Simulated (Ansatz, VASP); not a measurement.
## Zr in VASP and in Ansatz

```
Zr
1.0
     2.83906    0.00000    0.00000
     0.00000    2.83906    0.00000
     0.00000    0.00000    2.83906
Zr
1
Direct
  0.00000 0.00000 0.00000
```

Alike in both runs: task single point; functional BLYP; k mesh 12 × 12 × 12; occupations fermi-dirac, width 0.1 eV; no spin polarisation.

|  | VASP | Ansatz |
| --- | --- | --- |
| version | VASP 6.6.1 | Ansatz 0.2.0 |
| potentials or method | VASP PAW PBE potentials, release 64 (Zr_sv) | plane waves (420 eV) with PAW, scalar-relativistic |
| plane-wave cutoff (eV) | 520 | 420 |
| valence electrons in the cell | 12 | 12 |

```csv
,VASP,Ansatz,Ansatz less VASP
pressure (GPa),10.2,10.1,-0.12
```

With one functional, cell and mesh, what is left measures potentials, basis and numerics.

Caveats: the PAW data sets were made with another functional, which shifts forces and pressure a little (VASP).
